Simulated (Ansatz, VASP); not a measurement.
## One calculation of PtSe2 (Sudovikovite), two programs

```
Pt Se
1.0
     3.72400    0.00000    0.00000
    -1.86200    3.22508    0.00000
     0.00000    0.00000    5.06200
Pt Se
1 2
Direct
  0.00000 0.00000 0.00000
  0.66667 0.33333 0.75000
  0.33333 0.66667 0.25000
```

Alike in both runs: functional PBEsol; k mesh 8 × 8 × 5; occupations fermi-dirac, width 0.05 eV; no spin polarisation; Hubbard terms Pt d U = 6.0 eV.

|  | VASP | Ansatz |
| --- | --- | --- |
| version | VASP 6.6.1 | Ansatz 0.2.0 |
| potentials or method | VASP PAW PBE potentials, release 64 (Pt, Se), cutoff 520 eV | all-electron LAPW, scalar-relativistic |
| task | single point | density of states |

```tsv
	VASP	Ansatz	Ansatz less VASP
gap on the k mesh at the Fermi level (eV)	none	none	-
pressure (GPa)	-2.1	2.6	+4.70
largest component of the traceless stress (GPa)	0.27	1.46	+1.194
rms of the force components (eV/Å)	0.008	0.236	+0.2279
```

The programs project onto different local orbitals, so the same U acts differently. Atom by atom the forces differ by 0.228 eV/Å (rms over components). A gap of «none» marks a metal or a gap that the smearing closes. Ansatz ran all-electron here, so the differences hold the error of VASP's frozen core and of both bases.

Caveats: U without spin polarisation on a metal has little footing; the PAW data sets were made with another functional, which shifts forces and pressure a little (VASP); U is the effective U less J, on atomic orbitals that reach past the spheres (Ansatz); the density of states is complete only up to the lowest level of the last band computed (Ansatz). Spin-orbit coupling is left out, which matters for the levels of Pt.
